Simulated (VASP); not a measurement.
Set up this calculation in VASP 6.6.1, as the native input.

| Item | Value |
| --- | --- |
| Task | relaxation of cell and atoms |
| Functional | r2SCAN |
| Potentials or basis | VASP PAW PBE potentials, release 64 (Li_sv, S) |
| Cutoff | 600 eV |
| k mesh | 8 × 8 × 8 |
| Occupations | gaussian, width 0.02 eV |
| Spin | no spin polarisation |
| Further INCAR settings | ALGO = Normal; EDIFF = 1e-07; IBRION = 2; EDIFFG = -0.005; NSW = 90; ISIF = 3 |

The structure of Li2S lies in POSCAR:

```
Li2S
1.0
    0.0000000000      2.8351678400      2.8351678400
    2.8351678400      0.0000000000      2.8351678400
    2.8351678400      2.8351678400      0.0000000000
Li S
2 1
Direct
    0.7500000000      0.7500000000      0.7500000000
    0.2500000000      0.2500000000      0.2500000000
    0.0000000000      0.0000000000      0.0000000000
```

The cell comes from a database or a generator and needn't be the stable form of this composition.

The input as run:

INCAR

```
SYSTEM = Li2S
  ALGO = Normal
  EDIFF = 1E-7
  EDIFFG = -0.005
  ENCUT = 600
  IBRION = 2
  ISIF = 3
  ISMEAR = 0
  LASPH = .True.
  LCHARG = .False.
  LMIXTAU = .True.
  LREAL = .False.
  LWAVE = .False.
  METAGGA = R2SCAN
  NELM = 100
  NSW = 90
  PREC = Accurate
  SIGMA = 0.02
```

KPOINTS

```
k-points
0
Gamma
  8 8 8
  0 0 0
```

Potentials or basis: VASP PAW PBE potentials, release 64 (Li_sv, S).

The run is started by

```bash
$ cat potpaw_PBE.64/Li_sv/POTCAR potpaw_PBE.64/S/POTCAR > POTCAR
$ mpirun -np 1 vasp_std > vasp.out
```

It gave:

```
Relaxed volume                         : 15.30 Å³/atom
Relaxed cell                           : a = 4.019 Å, b = 4.019 Å, c = 4.019 Å, α = 60.00°, β = 60.00°, γ = 60.00°
Space group after relaxing (to 0.05 Å) : Fm-3m (No. 225)
Energy gained by relaxing              : 0.1 meV/atom
Ionic steps                            : 3
Pressure after relaxing                : 0.0 GPa
Band gap on the k mesh                 : 3.85 eV, indirect (least direct gap 5.07 eV)
```

Caveat: the cutoff is under 1.25 times the usual one of these potentials, so pressure, stress and relaxed cells hold a basis-set (Pulay) error; the PAW data sets were made with another functional, which shifts forces and pressure a little.

Run time: 2.9 min on 1 thread of AMD EPYC 7R13 Processor (Zen 3) (shared host), peak memory 0.17 GiB.
